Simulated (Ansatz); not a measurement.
All numbers below come from DFT PBE, scalar-relativistic, plane waves, PAW (Ansatz 0.2.0).

Structure of TiSi2:

```yaml
crystal:
  lattice:
    - [1.77380, -6.78034, 0.00000]
    - [1.77380, 6.78034, 0.00000]
    - [0.00000, 0.00000, 3.57922]
  atoms:
    - { symbol: Ti, position: [0.89682, 0.10318, 0.75000] }
    - { symbol: Ti, position: [0.10318, 0.89682, 0.25000] }
    - { symbol: Si, position: [0.55915, 0.44085, 0.75000] }
    - { symbol: Si, position: [0.44085, 0.55915, 0.25000] }
    - { symbol: Si, position: [0.24983, 0.75017, 0.75000] }
    - { symbol: Si, position: [0.75017, 0.24983, 0.25000] }
```

Cutoff 420 eV; k points 10×10×10 on the computed 6-atom cell (Γ-centred); Gaussian smearing, width 0.10 eV; no spin polarisation.

Levels along Γ–Y–C0 | Σ0–Γ–Z–A0 | E0–T–Y | Γ–S–R–Z–T, in eV from the Fermi level, sorted by energy at each point. Points in fractions of the primitive reciprocal vectors: Γ (0.000 0.000 0.000), Y (-0.500 0.500 0.000), C0 (-0.267 0.733 0.000), Σ0 (0.267 0.267 0.000), Z (0.000 0.000 0.500), A0 (0.267 0.267 0.500), E0 (-0.267 0.733 0.500), T (-0.500 0.500 0.500), S (0.000 0.500 0.000), R (0.000 0.500 0.500).
```
point k (1/Å, with 2π) band 17  band 18  band 19  band 20  band 21  band 22  band 23
    Γ             0.000    -2.11    -2.05    -2.03     0.47     0.71     0.81     0.89
    -             0.066    -2.15    -2.02    -1.81     0.47     0.69     0.82     0.89
    -             0.132    -2.20    -2.01    -1.52     0.45     0.65     0.83     0.87
    -             0.199    -2.27    -1.98    -1.31     0.44     0.66     0.84     0.85
    -             0.265    -2.34    -1.95    -1.19     0.42     0.73     0.80     0.85
    -             0.331    -2.41    -1.93    -1.15     0.41     0.74     0.77     0.88
    -             0.397    -2.45    -1.91    -1.14     0.40     0.67     0.75     0.90
    Y             0.463    -2.47    -1.90    -1.15     0.40     0.65     0.74     0.90
    -             0.581    -2.47    -1.95    -0.89     0.21     0.50     0.75     1.00
    -             0.699    -2.50    -1.83    -0.40     0.00     0.15     0.43     1.38
    -             0.817    -2.66    -1.62    -0.21    -0.12     0.10     0.11     1.16
    -             0.935    -2.48    -1.39    -0.46    -0.17    -0.15     0.55     0.86
    -             1.053    -2.23    -1.14    -0.65    -0.31    -0.22     0.83     0.95
    -             1.170    -1.96    -0.91    -0.86    -0.37    -0.34     1.00     1.29
   C0             1.288    -1.72    -1.08    -0.75    -0.70    -0.21     1.16     1.43
   Σ0             1.288    -1.72    -1.08    -0.75    -0.70    -0.21     1.16     1.43
    -             1.423    -1.46    -1.33    -1.19    -0.74     0.08     0.96     1.45
    -             1.559    -1.69    -1.55    -1.19    -0.92     0.41     0.64     1.36
    -             1.694    -2.14    -1.62    -1.15    -0.85     0.55     0.68     1.20
    -             1.829    -2.25    -1.54    -1.33    -0.44     0.75     0.83     0.95
    -             1.964    -2.25    -1.61    -1.49     0.05     0.70     0.86     0.89
    -             2.099    -2.27    -1.84    -1.72     0.53     0.54     0.80     0.91
    Γ             2.234    -2.11    -2.05    -2.03     0.47     0.71     0.81     0.89
    -             2.360    -2.10    -2.04    -1.83     0.34     0.63     0.80     0.92
    -             2.485    -2.04    -1.96    -1.33     0.04     0.40     0.60     1.30
    -             2.611    -1.93    -1.84    -0.76    -0.26     0.27     0.42     1.44
    -             2.736    -1.78    -1.76    -0.46    -0.20     0.23     0.36     1.32
    -             2.861    -1.69    -1.65    -0.49     0.24     0.38     0.40     1.46
    -             2.987    -1.63    -1.59    -0.32     0.19     0.57     0.89     1.57
    Z             3.112    -1.59    -1.59    -0.04    -0.04     0.86     0.86     1.49
    -             3.247    -1.70    -1.70    -0.33    -0.33     0.72     0.72     1.56
    -             3.382    -2.08    -2.08    -0.78    -0.78     0.45     0.45     1.69
    -             3.518    -2.65    -2.65    -1.21    -1.21     0.47     0.47     1.74
    -             3.653    -3.20    -3.20    -1.60    -1.60     0.74     0.74     1.78
    -             3.788    -3.61    -3.61    -1.92    -1.92     1.15     1.15     1.82
    -             3.923    -3.60    -3.60    -2.17    -2.17     1.57     1.57     1.84
   A0             4.058    -3.33    -3.33    -2.32    -2.32     1.78     1.78     1.86
   E0             4.058    -3.33    -3.33    -2.32    -2.32     1.78     1.78     1.86
    -             4.176    -3.19    -3.19    -2.41    -2.41     1.71     1.71     1.79
    -             4.294    -3.09    -3.09    -2.49    -2.49     1.65     1.65     1.78
    -             4.412    -3.02    -3.02    -2.44    -2.44     1.70     1.70     1.78
    -             4.530    -3.08    -3.08    -2.13    -2.13     1.63     1.63     1.78
    -             4.648    -2.72    -2.72    -1.67    -1.67     1.24     1.24     1.70
    -             4.765    -2.21    -2.21    -1.16    -1.16     0.76     0.76     1.67
    T             4.883    -2.02    -2.02    -0.85    -0.85     0.47     0.47     1.66
    -             5.009    -2.13    -1.84    -1.33    -0.37     0.07     0.93     1.50
    -             5.134    -2.19    -1.76    -1.57    -0.22     0.06     1.17     1.28
    -             5.259    -2.02    -1.89    -1.22    -0.30     0.39     0.83     1.02
    -             5.385    -2.03    -1.61    -0.80    -0.31     0.60     0.61     0.93
    -             5.510    -1.97    -1.61    -0.51    -0.33     0.59     0.71     1.03
    -             5.636    -1.92    -1.92    -0.91     0.13     0.69     0.71     0.94
    Y             5.761    -2.47    -1.90    -1.15     0.40     0.65     0.74     0.90
    Γ             5.761    -2.11    -2.05    -2.03     0.47     0.71     0.81     0.89
    -             5.892    -2.32    -1.79    -1.74     0.51     0.58     0.79     0.91
    -             6.022    -2.42    -1.53    -1.44     0.11     0.61     0.85     0.96
    -             6.153    -2.41    -1.42    -1.21    -0.33     0.59     0.83     0.96
    -             6.284    -2.27    -1.32    -1.10    -0.68     0.46     0.65     0.96
    -             6.415    -1.95    -1.31    -0.95    -0.88     0.23     0.67     1.18
    -             6.546    -1.72    -1.39    -0.85    -0.73    -0.12     0.93     1.40
    S             6.676    -1.65    -1.42    -0.64    -0.55    -0.52     1.17     1.45
    -             6.802    -1.94    -1.47    -1.30    -0.66    -0.04     1.26     1.31
    -             6.927    -2.50    -2.21    -1.51    -1.00     0.37     1.13     1.54
    -             7.053    -3.13    -2.60    -1.64    -1.43     0.70     1.11     1.64
    -             7.178    -3.56    -2.77    -1.86    -1.80     1.00     1.22     1.70
    -             7.303    -3.42    -3.00    -2.25    -1.98     1.29     1.43     1.77
    -             7.429    -3.42    -3.03    -2.50    -2.19     1.56     1.67     1.82
    R             7.554    -3.17    -3.17    -2.41    -2.41     1.74     1.74     1.87
    -             7.685    -3.27    -3.27    -2.29    -2.29     1.54     1.54     1.84
    -             7.816    -3.28    -3.28    -2.04    -2.04     1.18     1.18     1.81
    -             7.946    -2.97    -2.97    -1.72    -1.72     0.84     0.84     1.77
    -             8.077    -2.50    -2.50    -1.32    -1.32     0.61     0.61     1.73
    -             8.208    -2.02    -2.02    -0.84    -0.84     0.57     0.57     1.68
    -             8.339    -1.69    -1.69    -0.32    -0.32     0.76     0.76     1.54
    Z             8.469    -1.59    -1.59    -0.04    -0.04     0.86     0.86     1.49
    -             8.536    -1.63    -1.63    -0.09    -0.09     0.83     0.83     1.56
    -             8.602    -1.76    -1.76    -0.23    -0.23     0.75     0.75     1.64
    -             8.668    -1.98    -1.98    -0.40    -0.40     0.65     0.65     1.64
    -             8.734    -2.13    -2.13    -0.57    -0.57     0.57     0.57     1.64
    -             8.800    -2.08    -2.08    -0.72    -0.72     0.51     0.51     1.65
    -             8.867    -2.04    -2.04    -0.82    -0.82     0.48     0.48     1.66
    T             8.933    -2.02    -2.02    -0.85    -0.85     0.47     0.47     1.66
```

This form isn't the usual stable structure of the compound.

Cost: 1 run of about 2.7 core-minutes, on Arm Neoverse V1 (shared hosts).